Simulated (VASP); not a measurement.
# Ni2H (P-3m1) in VASP: notebook

One crystal, Ni2H, is run at these levels: r2SCAN; tasks: single point.

Everything below comes from runs of VASP 6.6.1. Logs are shortened: lines on timing, memory, paths and dates and some standing lists are left out, and cuts for length are marked.

### 1 The structure

The structure is trigonal, space group P-3m1 (No. 164). The conventional cell has a = 2.643 Å, b = 2.643 Å, c = 4.308 Å, α = 90.00°, β = 90.00°, γ = 120.00°. Ni (site symmetry 3m) is surrounded by 3 H at 1.83 Å. Around H (site symmetry -3m) lie 6 Ni at 1.83 Å.

### 2 Single point, r2SCAN, collinear spin, ferromagnetic start

Input file INCAR:

```
SYSTEM = Ni2H
ADDGRID  = .FALSE.      
ALGO     = Normal         ! electronic algorithm
EDIFF    = 1E-4           ! SCF threshold, eV
ENCUT    = 460            ! plane-wave cutoff, eV
ISIF     = 2              ! what is computed and relaxed
ISMEAR   = 0              ! smearing method
ISPIN    = 2              ! spin polarisation
LASPH    = .TRUE.         ! aspherical terms in the spheres
LCHARG   = .FALSE.        ! write CHGCAR
LMAXMIX  = 4              ! l up to which the mixer works
LMIXTAU  = .TRUE.       
LORBIT   = 11             ! projections on sites
LREAL    = Auto         
LWAVE    = .FALSE.        ! write WAVECAR
MAGMOM   = 1 1 0          ! initial moments
METAGGA  = R2SCAN         ! meta-GGA
NBANDS   = 22             ! bands
NELM     = 100            ! most SCF steps
PREC     = Normal         ! precision mode
SIGMA    = 0.05           ! smearing width, eV
```

Input file KPOINTS:

```
k-points
0
G
  5 5 3
  0 0 0
```

Input file POSCAR:

```
Ni2H
1.0
    2.6430000000      0.0000000000      0.0000000000
   -1.3215000000      2.2889051422      0.0000000000
    0.0000000000      0.0000000000      4.3080000000
Ni H
2 1
Direct
    0.6666666667      0.3333333333      0.7670000000
    0.3333333333      0.6666666667      0.2330000000
    0.0000000000      0.0000000000      0.0000000000
```

Potentials or basis: VASP PAW PBE potentials, release 64 (Ni, H_s).

Command:

```console
cat potpaw_PBE.64/Ni/POTCAR potpaw_PBE.64/H_s/POTCAR > POTCAR
mpirun -np 1 vasp_std > vasp.out
```

OUTCAR:

```text
SYSTEM = Ni2H
   EDIFF = 1E-4
   ENCUT = 460
   ISIF = 2
   ISMEAR = 0
   ISPIN = 2
   LASPH = .TRUE.
   LORBIT = 11
   LREAL = Auto
   METAGGA = R2SCAN
   NELM = 100
   PREC = Normal

 Found     12 irreducible k-points:

 Following reciprocal coordinates:
            Coordinates               Weight
  0.000000  0.000000  0.000000      1.000000
  0.200000  0.000000  0.000000      6.000000
  0.400000  0.000000  0.000000      6.000000
  0.200000  0.200000  0.000000      6.000000
  0.400000  0.200000  0.000000      6.000000
  0.000000  0.000000  0.333333      2.000000
   k-points           NKPTS =     12   k-points in BZ     NKDIM =     12   number of bands    NBANDS=     22
   number of dos      NEDOS =    301   number of ions     NIONS =      3
   total plane-waves  NPLWV =   4704
   dimension x,y,z NGX =    14 NGY =   14 NGZ =   24
   dimension x,y,z NGXF=    28 NGYF=   28 NGZF=   48
   ions per type =               2   1
   NGX,Y,Z   is equivalent  to a cutoff of   8.81,  8.81,  9.26 a.u.
   NGXF,Y,Z  is equivalent  to a cutoff of  17.61, 17.61, 18.52 a.u.
 SYSTEM =  Ni2H
   PREC   = normal    normal or accurate (medium, high low for compatibility)
   ISTART =      0    job   : 0-new  1-cont  2-samecut
   ICHARG =      2    charge: 1-file 2-atom 10-const
   ISPIN  =      2    spin polarized calculation?
   LNONCOLLINEAR =      F non collinear calculations
   LSORBIT =      F    spin-orbit coupling
   LASPH  =      T    aspherical Exc in radial PAW
   ENCUT  =  460.0 eV  33.81 Ry    5.81 a.u.   4.62  4.62  7.53*2*pi/ulx,y,z
   NELM   =    100;   NELMIN=  2; NELMDL= -5     # of ELM steps
   EDIFF  = 0.1E-03   stopping-criterion for ELM
   LREAL  =      T    real-space projection
   EDIFFG = 0.1E-02   stopping-criterion for IOM
   NSW    =      0    number of steps for IOM
   IBRION =     -1    ionic relax: 0-MD 1-quasi-New 2-CG
   NFREE  =      0    steps in history (QN), initial steepest desc. (CG)
   ISIF   =      2    stress and relaxation
   ISYM   =      2    0-nonsym 1-usesym 2-fastsym
   POTIM  = 0.5000    time-step for ionic-motion
   TEBEG  =    0.0;   TEEND  =   0.0 temperature during run
   PSTRESS=    0.0 pullay stress
   NELECT =      21.0000    total number of electrons
   NUPDOWN=      -1.0000    fix difference up-down
   EMIN   =  10.00;   EMAX   =-10.00  energy-range for DOS
   EFERMI =   0.00;   METHOD = LEGACY
   ISMEAR =     0;   SIGMA  =   0.05  broadening in eV -4-tet -1-fermi 0-gaus
   EFERMI_NEDOS =   21; number of points for ismear=-14 and -15
   IALGO  =     38    algorithm
   IMIX   =      4    mixing-type and parameters
     AMIX     =   0.40;   BMIX     =  1.00
     AMIX_MAG =   1.60;   BMIX_MAG =  1.00
  volume/ion in A,a.u.               =       8.69        58.62
  Fermi-wavevector in a.u.,A,eV,Ry     =   1.523401  2.878811 31.575750  2.320752
  Thomas-Fermi vector in A             =   2.631850
   LORBIT       =     11    0 simple, 1 ext, 2 COOP (PROOUT), +10 PAW based schemes
   METAGGA = R2SCAN    functional components
   LHFCALC =     F    Hartree Fock is set to
   AEXX    =    0.0000 exact exchange contribution
   IVDW    =     0    specifies the selected vdW correction
   LEPSILON=     F    determine dielectric tensor
   LRPA    =     F    only Hartree local field effects (RPA)
 spin polarized calculation
 Gauss-broadening in eV      SIGMA  =   0.05
  energy-cutoff  :      460.00
  volume of cell :       26.06
 maximum number of plane-waves:       591
   NGX =  9   NGY =  9   NGZ = 15

 number of electron      20.9999978 magnetization       0.9168250

 Free energy of the ion-electron system (eV)
  ---------------------------------------------------
  ext. energy  EPLUGINS =         0.00000000
  ---------------------------------------------------
  free energy    TOTEN  =       -26.96311385 eV

  energy without entropy =      -26.95636935  energy(sigma->0) =      -26.95974160

 E-fermi :   7.7438     XC(G=0): -13.6018

 val. band max:        7.7430380791   @ k =   0.4000   0.2000   0.0000
 cond. band min:       7.7807907325   @ k =   0.2000   0.2000   0.0000
 fundamental gap:      0.0377526534
 Fermi energy:         7.7438407836

 spin component 1

 k-point     1 :       0.0000    0.0000    0.0000
  band No.  band energies     occupation
      1      -3.5240      1.00000
      2       3.1929      1.00000
      3       5.2957      1.00000
      4       5.5058      1.00000
      5       5.5058      1.00000
      6       5.6900      1.00000
[... 14 lines left out ...]
     21      33.1546      0.00000
     22      35.7597      0.00000

 k-point     2 :       0.2000    0.0000    0.0000
  band No.  band energies     occupation
      1      -2.4940      1.00000
      2       3.8443      1.00000
      3       4.2148      1.00000
      4       5.1787      1.00000
      5       5.5071      1.00000
      6       5.6943      1.00000
[... 14 lines left out ...]
     21      33.2649      0.00000
     22      33.3366      0.00000

 k-point     3 :       0.4000    0.0000    0.0000
  band No.  band energies     occupation
      1      -0.3196      1.00000
      2       3.5094      1.00000
      3       4.0848      1.00000
      4       5.0954      1.00000
      5       5.4333      1.00000
      6       5.6088      1.00000
[... 14 lines left out ...]
     21      32.1218      0.00000
     22      34.5425      0.00000

 k-point     4 :       0.2000    0.2000    0.0000
  band No.  band energies     occupation
      1      -0.8471      1.00000
      2       3.8279      1.00000
      3       4.4199      1.00000
      4       4.7062      1.00000
      5       5.3013      1.00000
      6       5.6170      1.00000
[... 14 lines left out ...]
     21      34.2747      0.00000
     22      35.9090      0.00000

 k-point     5 :       0.4000    0.2000    0.0000
  band No.  band energies     occupation
      1       0.3543      1.00000
      2       3.8842      1.00000
      3       4.2615      1.00000
      4       4.8298      1.00000
      5       5.3409      1.00000
      6       5.5319      1.00000
[... 14 lines left out ...]
     21      37.1697      0.00000
     22      39.2536      0.00000

 k-point     6 :       0.0000    0.0000    0.3333
  band No.  band energies     occupation
      1      -3.0658      1.00000
      2       2.0350      1.00000
      3       5.0756      1.00000
      4       5.4107      1.00000
      5       5.4367      1.00000
      6       5.4368      1.00000
[... 14 lines left out ...]
     21      33.9882      0.00000
     22      33.9884      0.00000

 [... further k-points ...]

 spin component 2

 k-point     1 :       0.0000    0.0000    0.0000
  band No.  band energies     occupation
      1      -3.6426      1.00000
      2       3.5786      1.00000
      3       5.2828      1.00000
      4       6.0938      1.00000
      5       6.0942      1.00000
      6       6.3716      1.00000
[... 14 lines left out ...]
     21      33.1521      0.00000
     22      35.8081      0.00000

 k-point     2 :       0.2000    0.0000    0.0000
  band No.  band energies     occupation
      1      -2.5992      1.00000
      2       4.2834      1.00000
      3       4.4332      1.00000
      4       5.8064      1.00000
      5       6.1998      1.00000
      6       6.3009      1.00000
[... 14 lines left out ...]
     21      33.3232      0.00000
     22      33.4292      0.00000

 k-point     3 :       0.4000    0.0000    0.0000
  band No.  band energies     occupation
      1      -0.3408      1.00000
      2       3.7830      1.00000
      3       4.6770      1.00000
      4       5.5290      1.00000
      5       6.0122      1.00000
      6       6.0896      1.00000
[... 14 lines left out ...]
     21      32.2035      0.00000
     22      34.6241      0.00000

 k-point     4 :       0.2000    0.2000    0.0000
  band No.  band energies     occupation
      1      -0.9034      1.00000
      2       4.0790      1.00000
      3       4.9762      1.00000
      4       5.2934      1.00000
      5       5.8645      1.00000
      6       6.1704      1.00000
[... 14 lines left out ...]
     21      34.3547      0.00000
     22      35.9693      0.00000

 k-point     5 :       0.4000    0.2000    0.0000
  band No.  band energies     occupation
      1       0.3930      1.00000
      2       4.2225      1.00000
      3       4.8333      1.00000
      4       5.3208      1.00000
      5       5.8302      1.00000
      6       5.9856      1.00000
[... 14 lines left out ...]
     21      37.2189      0.00000
     22      39.2496      0.00000

 k-point     6 :       0.0000    0.0000    0.3333
  band No.  band energies     occupation
      1      -3.1771      1.00000
      2       2.0093      1.00000
      3       5.5918      1.00000
      4       5.9995      1.00000
      5       5.9999      1.00000
      6       6.1577      1.00000
[... 14 lines left out ...]
     21      34.0883      0.00000
     22      34.0885      0.00000

 [... further k-points ...]

------------------------ aborting loop because EDIFF is reached ----------------------------------------

  FORCE on cell =-STRESS in cart. coord.  units (eV):
  Direction    XX          YY          ZZ          XY          YZ          ZX
  --------------------------------------------------------------------------------------
  -------------------------------------------------------------------------------------
  Total       -2.6035720     -2.6035720     -2.7148363      0.0000000      0.0000000      0.0000000
  in kB     -160.0587893   -160.0587893   -166.8989370      0.0000000      0.0000000      0.0000000
  external PRESSURE =    -162.3388385 kB  Pullay stress =       0.0000000 kB

 VOLUME and BASIS-vectors are now :
 -----------------------------------------------------------------------------
  energy-cutoff  :      460.00
  volume of cell :       26.06
      direct lattice vectors                 reciprocal lattice vectors
     2.643000000  0.000000000  0.000000000     0.378357927  0.218445051  0.000000000
    -1.321500000  2.288905142  0.000000000     0.000000000  0.436890102  0.000000000
     0.000000000  0.000000000  4.308000000     0.000000000  0.000000000  0.232126277

 POSITION                                       TOTAL-FORCE (eV/Angst)
 -----------------------------------------------------------------------------------
      1.32150      0.76297      3.30424         0.000000     -0.000000     -0.997441
     -0.00000      1.52594      1.00376        -0.000000      0.000000      0.997441
      0.00000      0.00000      0.00000         0.000000      0.000000      0.000000
 -----------------------------------------------------------------------------------
    total drift:                               -0.000000      0.000000      0.000000

  FREE ENERGIE OF THE ION-ELECTRON SYSTEM (eV)
  ---------------------------------------------------
  free  energy   TOTEN  =       -26.9631138523 eV

  energy  without entropy=      -26.9563693489  energy(sigma->0) =      -26.95974160

 total charge

# of ion       s       p       d       tot
------------------------------------------
    1        0.422   0.458   8.393   9.273
    2        0.422   0.458   8.393   9.273
    3        0.696   0.084   0.000   0.780
--------------------------------------------------
tot          1.539   1.000  16.787  19.326

 magnetization (x)

# of ion       s       p       d       tot
------------------------------------------
    1       -0.003  -0.018   0.508   0.487
    2       -0.003  -0.018   0.508   0.487
    3       -0.003  -0.005   0.000  -0.008
--------------------------------------------------
tot         -0.010  -0.042   1.017   0.965
```

It took 75 s on 1 thread of Intel Xeon Platinum 8175M at 2.50GHz (Skylake/Cascade Lake), shared host; peak memory 0.13 GiB.

These settings aren't checked as converged: the numbers below hold their error.

Results:

| Property | Result |
| --- | --- |
| Free energy | -26.9631 eV |
| Pressure | -16.2 GPa |
| Largest force | 0.997 eV/Å |
| Band gap on the k mesh | none (metal or under the smearing width) |
| Net moment | 0.92 μB per cell |
| Site moments | Ni +0.49; H -0.01 μB |
| Valence electrons inside the program's atomic spheres | Ni 9.27; H 0.78 |

Caveat: the k mesh is coarse (spacing up to 0.55 Å⁻¹), so the values aren't converged; the PAW data sets were made with another functional, which shifts forces and pressure a little.

### 3 Single point, r2SCAN, collinear spin, ferromagnetic start

Edit INCAR of step 2 so:

```diff
@@ -3,4 +3,4 @@
 ALGO     = Normal         ! electronic algorithm
-EDIFF    = 1E-4           ! SCF threshold, eV
-ENCUT    = 460            ! plane-wave cutoff, eV
+EDIFF    = 1E-6           ! SCF threshold, eV
+ENCUT    = 400            ! plane-wave cutoff, eV
 ISIF     = 2              ! what is computed and relaxed
@@ -13,3 +13,3 @@
 LORBIT   = 11             ! projections on sites
-LREAL    = Auto         
+LREAL    = .FALSE.        ! projectors in reciprocal space
 LWAVE    = .FALSE.        ! write WAVECAR
@@ -19,3 +19,3 @@
 NELM     = 100            ! most SCF steps
-PREC     = Normal         ! precision mode
+PREC     = Accurate       ! precision mode
 SIGMA    = 0.05           ! smearing width, eV
```

Input file KPOINTS:

```
k-points
0
G
  6 6 3
  0 0 0
```

POSCAR is that of step 2.

Potentials or basis: VASP PAW PBE potentials, release 64 (Ni, H_s).

Command:

```console
cat potpaw_PBE.64/Ni/POTCAR potpaw_PBE.64/H_s/POTCAR > POTCAR
mpirun -np 1 vasp_std > vasp.out
```

Run time: 2.1 min. Hardware: 1 thread of Intel Xeon Platinum 8175M at 2.50GHz (Skylake/Cascade Lake), shared host; peak memory 0.14 GiB.

The run converged, but some of its settings lie outside the range that counts as converged, so its numbers aren't taken as properties of the crystal.

Results:

```
Free energy                                           : -26.9687 eV
Pressure                                              : -17.0 GPa
Largest force                                         : 1.160 eV/Å
Band gap on the k mesh                                : none (metal or under the smearing width)
Net moment                                            : 0.44 μB per cell
Site moments                                          : Ni +0.24; H -0.01 μB
Valence electrons inside the program's atomic spheres : Ni 9.27; H 0.78
```

Caveat: the k mesh is coarse (spacing up to 0.49 Å⁻¹), so the values aren't converged; the PAW data sets were made with another functional, which shifts forces and pressure a little.

(Part 1 of 2 ends here.)
